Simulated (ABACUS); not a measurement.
Ge:

```
Ge
1.0
     0.00000    2.82891    2.82891
     2.82891    0.00000    2.82891
     2.82891    2.82891    0.00000
Ge
2
Direct
  0.75000 0.75000 0.75000
  0.50000 0.50000 0.50000
```

Base run:

* Program: ABACUS 3.10.1
* Functional: MS2
* Potentials or basis: SG15 ONCV 1.2 PBE
* Cutoff: 1238 eV
* Density cutoff: 4952 eV
* Basis: plane waves
* k mesh: 5 × 5 × 5
* Occupations: fermi-dirac, width 0.05 eV
* Spin: no spin polarisation

Its results: band gap on the k mesh 0.72 eV, direct; pressure 39.8 GPa.

Task: The run is repeated on the same cell with these changes: functional from MS2 to M06-L. What comes out?

Result: Band gap on the k mesh none (metal or under the smearing width); pressure 2.9 GPa.

Caveats: some runs use coarse meshes; the potentials were made for another functional, which shifts forces and pressure; a pressure of tens of GPa on the cell as given is suspect, and the run, the potentials or the cell itself is likely at fault (some runs); an odd mesh through Γ misses points on the zone boundary, where band edges often lie (some runs); this crystal is a semiconductor, whose small gap the functional closes, so the metal is an error of the method (some runs).

Not every run made on this cell is shown here.
